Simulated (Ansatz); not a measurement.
# F: pressure up to the limit of the methods

The task here is to estimate one member of a computed series from the others.

Program: Ansatz 0.2.0. Level of theory: DFT PBE, with the methods named in each step. These are calculated values, not measurements.

### The system as given

Symmetry: P6_3/mmc, No. 194, hexagonal system. The conventional cell has a = 2.646 Å, b = 2.646 Å, c = 4.287 Å, α = 90.00°, β = 90.00°, γ = 120.00°. F (site symmetry -6m2) has 12 F at 2.63 to 2.65 Å in its first shell of neighbours.

As a file:

```
CELL_PARAMETERS angstrom
2.64632 0.00000 0.00000
-1.32316 2.29178 0.00000
0.00000 0.00000 4.28704
ATOMIC_POSITIONS crystal
F 0.33333 0.66667 0.25000
F 0.66667 0.33333 0.75000
```

Whether this phase is the stable one at these pressures isn't tested.

Atoms are numbered in the order of the input: F1, F2.

The first run:

File input.yaml:

```yaml
crystal:
  lattice:
    - [2.6463212685, 0.0, 0.0]
    - [-1.3231606343, 2.2917814451, 0.0]
    - [0.0, 0.0, 4.287040455]
  atoms:
    - { symbol: F, position: [0.3333333333, 0.6666666667, 0.25] }
    - { symbol: F, position: [0.6666666667, 0.3333333333, 0.75] }
kpoints:
  mp_grid: { grid: [18, 18, 10] }
scf:
  occupations: { method: fermi_dirac, width: 0.05 }
hamiltonian:
  xc: pbe
  pseudopotentials: { kind: paw }
output:
  forces: true
  stress: true
  write_density: true
  write_potential: true
  elf: true
  volumetric_format: npy
relax:
  f_tol: 0.005
  max_steps: 40
  cell: {}
```

Run with:

```
> ansatz run input.yaml --threads 1 --pin off --max-ram 2048MiB --backend cpu --events-out ev --progress --plain --runs-dir out
```

Steps of the session up to this table: Cell relaxed at zero pressure, PAW; Volume scaled by 1, PAW; Shape and atoms relaxed at 0.95 of the volume, PAW; Volume scaled by 0.95, PAW; Shape and atoms relaxed at 0.85 of the volume, PAW; More of the same log: shape and atoms relaxed at 0.85 of the volume; Volume scaled by 0.85, PAW; Shape and atoms relaxed at 0.75 of the volume, PAW; More of the same log: shape and atoms relaxed at 0.75 of the volume; Volume scaled by 0.75, PAW; Shape and atoms relaxed at 0.65 of the volume, PAW; Volume scaled by 0.65, PAW; Shape and atoms relaxed at 0.55 of the volume, PAW; Volume scaled by 0.55, PAW; Shape and atoms relaxed at 0.45 of the volume, PAW; Volume scaled by 0.45, PAW; Shape and atoms relaxed at 0.4 of the volume, PAW; More of the same log: shape and atoms relaxed at 0.4 of the volume; Volume scaled by 0.4, PAW; Volume scaled by 0.4, PAW (level accurate).

One table of the session follows, with a row left open; its other results are not shown here.

```
              method  volume over the first  volume (Å³/atom)  pressure (GPa)
                 PAW                      1            10.610            0.00
                 PAW                   0.95            10.080            3.03
                 PAW                   0.85             9.019           12.26
                 PAW                   0.75             7.958           29.25
                 PAW                   0.65                 ?               ?
                 PAW                   0.55             5.836          129.20
                 PAW                   0.45             4.775          280.10
                 PAW                    0.4             4.244          424.74
PAW (level accurate)                    0.4             4.244          424.83
```

Estimate the missing values for PAW, 0.65.

**Answer.** volume (Å³/atom): 6.897; pressure (GPa): 61.90. In the column «volume (Å³/atom)» it lies between PAW, 0.55 (5.836) and PAW, 0.75 (7.958).
